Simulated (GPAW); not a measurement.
# Cr (P6_3/mmc) in GPAW: density of states with LDA+U

Aim: the density of states of Cr with LDA+U.

Everything below comes from runs of GPAW 26.7.0. Logs are shortened: lines on timing, memory, paths and dates and some standing lists are left out, and cuts for length are marked. The log counts tension as positive stress, the text compression.

### Step 1. The structure

The structure is hexagonal, space group P6_3/mmc (No. 194). Conventional cell: a = 2.714 Å, b = 2.714 Å, c = 4.410 Å, α = 90.00°, β = 90.00°, γ = 120.00°. Around Cr (site symmetry -6m2) lie 12 Cr at 2.71 Å.

This isn't the form of Cr at room conditions, which is bcc.

### Step 2. Density of states, LDA+U, collinear spin, zero start

run.py

```python
import numpy as np
from ase.dft.bandgap import bandgap
from ase.io import read, write
from ase.units import GPa
from gpaw import GPAW, PW

atoms = read('POSCAR')
atoms.set_initial_magnetic_moments([0.0, 0.0])

calc = GPAW(mode=PW(600),
            xc='LDA',
            kpts={'size': (11, 11, 6), 'gamma': True},
            occupations={'name': 'methfessel-paxton', 'order': 0, 'width': 0.01},
            setups={'Cr': ':d,5.3'},
            spinpol=True,
            nbands=17,
            convergence={'density': 1e-05, 'energy': 1e-05},
            maxiter=150,
            txt='gpaw.txt')
atoms.calc = calc
energy = atoms.get_potential_energy()
forces = atoms.get_forces()
stress = atoms.get_stress()
calc.write('gs.gpw')
write('result.traj', atoms)
print(f'Energy: {energy:.6f} eV')
print('Forces (eV/A):')
print(forces.round(4))
print('Stress (GPa):', (stress / GPa).round(3))
print('Moments:', calc.get_magnetic_moments().round(3))
print('Fermi level:', round(calc.get_fermi_level(), 4), 'eV')
print(f'Gap: {bandgap(calc)[0]:.4f} eV, direct: {bandgap(calc, direct=True)[0]:.4f} eV')

dense = calc.fixed_density(kpts={'size': (16, 16, 9), 'gamma': True}, update_fermi_level=True,
                           nbands=26, convergence={'bands': 'CBM+6.0', 'eigenstates': 1e-6}, txt='dos.txt')
ef = dense.get_fermi_level()
dos = dense.dos(shift_fermi_level=False)
energies = np.linspace(ef - 14, ef + 6, 401)
spins = [0, 1]
columns = [energies] + [dos.raw_dos(energies, spin=s, width=0.05) for s in spins]
for symbol, l in [('Cr', 0), ('Cr', 1), ('Cr', 2)]:
    for s in spins:
        columns.append(sum(dos.raw_pdos(energies, a=a.index, l=l, spin=s, width=0.05)
                           for a in atoms if a.symbol == symbol))
np.savetxt('dos.dat', np.array(columns).T, fmt='%.4f')
print('Fermi level on the dense mesh:', round(ef, 4), 'eV')
```

POSCAR

```
Cr
1.0
    2.7140000000      0.0000000000      0.0000000000
   -1.3570000000      2.3503929459      0.0000000000
    0.0000000000      0.0000000000      4.4100000000
Cr
2
Direct
    0.6666666667      0.3333333333      0.7500000000
    0.3333333333      0.6666666667      0.2500000000
```

Potentials or basis: the program's PAW data sets (release 1.2.1) made for this functional, pw.

On the command line:

```console
OMP_NUM_THREADS=1 python run.py
```

gpaw.txt:

```text
__  _  _
 | _ |_)|_||  |
 |__||  | ||/\| - 26.7.0

Input parameters:
  mode=PW(ecut=600.0),
  convergence={'density': 1e-05, 'energy': 1e-05},
  kpts=MonkhorstPack(size=(11, 11, 6), gamma=True),
  maxiter=150,
  nbands=17,
  occupations=Occupations(name='methfessel-paxton', order=0, width=0.01),
  setups={'Cr': ':d,5.3'},
  spinpol=True,
  xc=XC(name='LDA')

Diagonalizing LCAO Hamiltonian
Converting LCAO to pw mode

          Cr

        Cr

Atoms  # Å, Bohr magnetons
|   | symbol |         x |        y |        z |    initial magnetic moments |
|---|--------|-----------|----------|----------|-----------------------------|
| 0 |     Cr |  1.357000 | 0.783464 | 3.307500 | ( 0.0000,  0.0000,  0.0000) |
| 1 |     Cr | -0.000000 | 1.566929 | 1.102500 | ( 0.0000,  0.0000,  0.0000) |

Unit cell  # Å
| periodic |         x |        y |        z |  lengths |     angles |
|----------|-----------|----------|----------|----------|------------|
|      yes |  2.714000 | 0.000000 | 0.000000 | 2.714000 |  90.000000 |
|      yes | -1.357000 | 2.350393 | 0.000000 | 2.714000 |  90.000000 |
|      yes |  0.000000 | 0.000000 | 4.410000 | 4.410000 | 120.000000 |

Number of symmetries: 12
Symmetry operations  # r_c * U_cc + t_c -> r_c
|    | kind |            matrix            |
|----|------|------------------------------|
|  0 |  σ   |  1, 1, 0,  0,-1, 0,  0, 0, 1 |
|  1 |  S6  |  1, 1, 0, -1, 0, 0,  0, 0,-1 |
|  2 |  E   |  1, 0, 0,  0, 1, 0,  0, 0, 1 |
|  3 |  C2  |  1, 0, 0, -1,-1, 0,  0, 0,-1 |
|  4 |  C2  |  0, 1, 0,  1, 0, 0,  0, 0,-1 |
|  5 |  C3  |  0, 1, 0, -1,-1, 0,  0, 0, 1 |
|  6 |  S6  |  0,-1, 0,  1, 1, 0,  0, 0,-1 |
|  7 |  σ   |  0,-1, 0, -1, 0, 0,  0, 0, 1 |
|  8 |  σ   | -1, 0, 0,  1, 1, 0,  0, 0, 1 |
|  9 |  i   | -1, 0, 0,  0,-1, 0,  0, 0,-1 |
| 10 |  C3  | -1,-1, 0,  1, 0, 0,  0, 0, 1 |
| 11 |  C2  | -1,-1, 0,  0, 1, 0,  0, 0,-1 |

BZ-sampling:
  Number of BZ points: 726
  Number of IBZ points: 84

  Monkhorst-Pack size: [11, 11, 6]
  Monkhorst-Pack shift: [0.0, 0.0, 0.08333333333333333]

K-points  # in reciprocal-cell coordinates
|     |                                coordinates |     weight |
|-----|--------------------------------------------|------------|
|   0 | (  0.00000000,   0.00000000,   0.00000000) | 0.00137741 |
|   1 | (  0.00000000,   0.00000000,   0.16666667) | 0.00275482 |
|   2 | (  0.00000000,   0.00000000,   0.33333333) | 0.00275482 |
|   3 | (  0.00000000,   0.00000000,   0.50000000) | 0.00137741 |
|   4 | (  0.09090909,   0.00000000,  -0.33333333) | 0.00826446 |
|   5 | (  0.09090909,   0.00000000,  -0.16666667) | 0.00826446 |
|   6 | (  0.09090909,   0.00000000,   0.00000000) | 0.00826446 |
|   7 | (  0.09090909,   0.00000000,   0.16666667) | 0.00826446 |
|   8 | (  0.09090909,   0.00000000,   0.33333333) | 0.00826446 |
|   9 | (  0.09090909,   0.00000000,   0.50000000) | 0.00826446 |
| ... |                                            |            |
|  83 | (  0.45454545,   0.45454545,   0.50000000) | 0.00826446 |

Plane wave coefficients: 966
Cutoff: 600.0 eV

Spin-components: 2 (collinear spins)
Bands:           17
Projectors:      12
Spin-degeneracy: 1
Datatype:        complex128

Parallelization:
  kpt:    1
  domain: 1
  band:   1

Density:
  Valence electrons: 12.0
  Components: 2
  Grid points: [16 16 25]
  Charge: 0.0  # |e|

Potential:
  Grid points: [16 16 25]

species:
  Cr:
    name:    Chromium
    Z:       24.0
    valence: 6
    core:    18
    charge:  0.0  # [|e|]
    Hubbard: {U: 5.3,  # eV
              l: 2,
              scale: True}
    compensation charges:
      type: gauss
      rc: 0.35  # [Å]
      lmax: 2
    cutoffs:
      filter: 2.14  # [Å]
      core: 3.04  # [Å]
    projectors
    | kind |    occ | energy [eV] | rcut [Å] |
    |------|--------|-------------|----------|
    |   4s |  1.000 |      -4.191 |    1.164 |
    |   4p |  0.000 |      -1.079 |    1.217 |
    |   3d |  5.000 |      -3.128 |    1.111 |
    |    s |        |      23.021 |    1.164 |
    |    p |        |      26.132 |    1.217 |
    |    d |        |      24.083 |    1.111 |

    Using partial waves for Cr as LCAO basis

Reference energy: -57053.366723  # eV

eigensolver:
  PPCG
  Converge bands: occupied
  niter=2

density mixing:
  MSR1-Mixer
  Pratt-step length: 0.05
  Maximum mixing coefficient: 0.75
  Old densities: 10
  SVD Regularization: 0.005
  Good broyden scale: 1.0
  Trust region scale: 1.0
  Backstep threshold: 4.0
  History deletion threshold: 6.0
  Fourier metric: weight=20.0, sigma=0.015

occupation numbers:
  Methfessel-Paxton:
    width: 0.0100  # eV
    order: 0

poisson solver:
  ecut: 4800.0  # eV

xc functional:
  name: None

convergence criteria:
- Maximum integral of absolute [dens]ity change: 1e-05 electrons / valence electron
- Maximum [total energy] change in last 3 cyles: 1e-05 eV / valence electron
- Maximum integral of absolute [eigenst]ate change: 4e-08 eV^2 / valence electron
maximum number of iterations: 150

SCF iterations
|iter     | |      energy | eigst |  dens |  magmom |
|---------|-|-------------|-------|-------|---------|
|iter:   1| |  -10.356881 | +0.87 |       |  +0.0000|
|iter:   2| |   -9.255477 | -1.36 | -0.46 |  +0.0000|
|iter:   3| |   -6.304646 | +0.15 | -0.52 |  +0.0000|
|iter:   4| |   -6.278301 | -1.28 | -1.29 |  +0.0000|
|iter:   5| |   -6.808805 | -1.30 | -1.66 |  +0.0000|
|iter:   6| |   -7.518320 | -1.28 | -1.45 |  +0.0000|
|iter:   7| |   -7.849455 | -1.20 | -1.66 |  +0.0000|
|iter:   8| |   -7.569252 | -1.18 | -1.74 |  +0.0000|
|iter:   9| |   -7.840899 | -1.88 | -1.75 |  +0.0000|
|iter:  10| |   -7.873584 | -2.02 | -2.16 |  +0.0000|
|iter:  11| |   -7.883979 | -2.73 | -2.40 |  +0.0000|
|iter:  12| |   -7.883855 | -4.01 | -3.42 |  +0.0000|
|iter:  13| |   -7.884074 | -4.68 | -3.27 |  +0.0000|
|iter:  14| |   -7.884087 | -5.42 | -3.98 |  +0.0000|
|iter:  15| |   -7.884083c| -6.33 | -4.43 |  +0.0000|
|iter:  16| |   -7.884084c| -6.94 | -5.26c|  +0.0000|
|iter:  17| |   -7.884084c| -7.39 | -5.83c|  +0.0000|
|iter:  18| |   -7.884084c| -7.73c| -6.18c|  +0.0000|

Converged in 18 steps
Energy contributions relative to reference atoms: (reference = -57053.366723)

Energy contributions:
  Kinetic:         -25.965663
  Coulomb:          17.004416
  Zero:              0.106761
  External:          0.000000
  Xc:                0.970461
  Entropy:          -0.000117
  Spinorbit:         0.000000
  ----------------------------
  Free energy:      -7.884142
  Extrapolated:     -7.884084

dipole moment: (0.000015, 0.000026, 0.000049)  # |e|*Ang

Total magnetic moment: (0.000000, 0.000000, 0.000000)

Local magnetic moments
|        x |        y |        z |
|----------|----------|----------|
| 0.000000 | 0.000000 | 0.000000 |  # Cr   0
| 0.000000 | 0.000000 | 0.000000 |  # Cr   1

Fermi level: 8.536
Eigenvalues  # (at kpt = [0.000, 0.000, 0.000])
| band index |      eig [eV] | occ [0-1] |      eig [eV] | occ [0-1] |
|------------|---------------|-----------|---------------|-----------|
|          0 |         1.320 |     1.000 |         1.320 |     1.000 |
|          1 |         3.422 |     1.000 |         3.422 |     1.000 |
|          2 |         5.544 |     1.000 |         5.544 |     1.000 |
|          3 |         7.897 |     1.000 |         7.897 |     1.000 |
|          4 |         7.901 |     1.000 |         7.901 |     1.000 |
|          5 |         8.272 |     1.000 |         8.272 |     1.000 |
|          6 |         8.277 |     1.000 |         8.277 |     1.000 |
|          7 |         8.833 |     0.000 |         8.833 |     0.000 |
|          8 |        11.021 |     0.000 |        11.021 |     0.000 |
|          9 |        11.021 |     0.000 |        11.021 |     0.000 |
|         10 |        12.404 |     0.000 |        12.404 |     0.000 |
|         11 |        12.404 |     0.000 |        12.404 |     0.000 |
|         12 |        14.553 |     0.000 |        14.553 |     0.000 |
|         13 |        15.172 |     0.000 |        15.172 |     0.000 |
|         14 |        15.383 |     0.000 |        15.383 |     0.000 |
|        ... |               |           |               |           |
|         16 |        18.084 |     0.000 |        18.084 |     0.000 |

No gap
No difference between direct/indirect transitions

Forces  # eV/Ang
|       x |       y |        z |
|---------|---------|----------|
| 0.00000 | 0.00000 | -0.00004 |  # Cr   0
| 0.00000 | 0.00000 |  0.00004 |  # Cr   1

Stress tensor  # eV/Ang^3
|        x |        y |         z |
|----------|----------|-----------|
| 0.222861 | 0.000000 |  0.000000 |
| 0.000000 | 0.222861 |  0.000000 |
| 0.000000 | 0.000000 | -0.115485 |

# Writing to gs.gpw (mode='')
```

Run time: 2.5 min. Hardware: 1 thread of Arm Neoverse V1, shared host; peak memory 0.44 GiB.

Results:

| Item | Value |
| --- | --- |
| Free energy | -7.8841 eV |
| Pressure | -17.6 GPa |
| Band gap on the k mesh | none (metal or under the smearing width) |
| Net moment | 0.00 μB per cell |
| Density of states at the Fermi level | 1.75 states/eV per cell |

States per cell in windows of 1 eV (zero at the Fermi level; states under -8 eV left out):
| from (eV) | up | down |
| --- | --- | --- |
| -8.0 | 0.00 | 0.00 |
| -7.0 | 0.07 | 0.07 |
| -6.0 | 0.14 | 0.14 |
| -5.0 | 0.41 | 0.41 |
| -4.0 | 1.30 | 1.30 |
| -3.0 | 1.44 | 1.44 |
| -2.0 | 1.30 | 1.30 |
| -1.0 | 1.32 | 1.32 |
| 0.0 | 0.93 | 0.93 |
| 1.0 | 1.86 | 1.86 |
| 2.0 | 1.15 | 1.15 |
| 3.0 | 1.02 | 1.02 |
| 4.0 | 0.65 | 0.65 |
| 5.0 | 0.27 | 0.27 |

Caveat: the U is typed as a test and isn't derived for this compound.
